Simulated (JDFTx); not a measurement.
# Hf: equation of state with PBEsol

The system is Hf.

```
Hf
1.0
    -1.80500    1.80500    1.80500
     1.80500   -1.80500    1.80500
     1.80500    1.80500   -1.80500
Hf
1
Direct
  0.00000 0.00000 0.00000
```

This isn't the form of Hf at room conditions, which is hcp.

- Program: JDFTx 1.7.0 (patched build)
- Task: equation of state
- Functional: PBEsol
- Potentials or basis: PseudoDojo-SR-PBEsol-0.4.1-standard with smoothed tails
- Cutoff: 789 eV
- Density cutoff: 3157 eV
- k mesh: 10 × 10 × 10
- Occupations: fermi-dirac, width 0.05 eV
- Spin: no spin polarisation
- Local potential set to -Z/r beyond: 6 bohr
- Bands: 11
- Density cutoff over wavefunction cutoff: 4
- Max SCF steps: 100
- SCF threshold on the energy: 1e-09 Ha
- Solver of the electrons: scf

* Equilibrium volume: 21.41 Å³/atom (rough: see the caveat)
* Bulk modulus: 109 GPa (rough)

Energy against volume, from the lowest point:
```tsv
volume (Å³/atom)	energy (meV/atom)
22.112	0.00
22.582	12.66
23.052	30.84
23.523	54.02
23.993	81.73
24.464	113.53
24.934	149.05
```

Caveat: the minimum lies outside the volumes run. The run has no spin-orbit coupling, so splittings on Hf are missing.
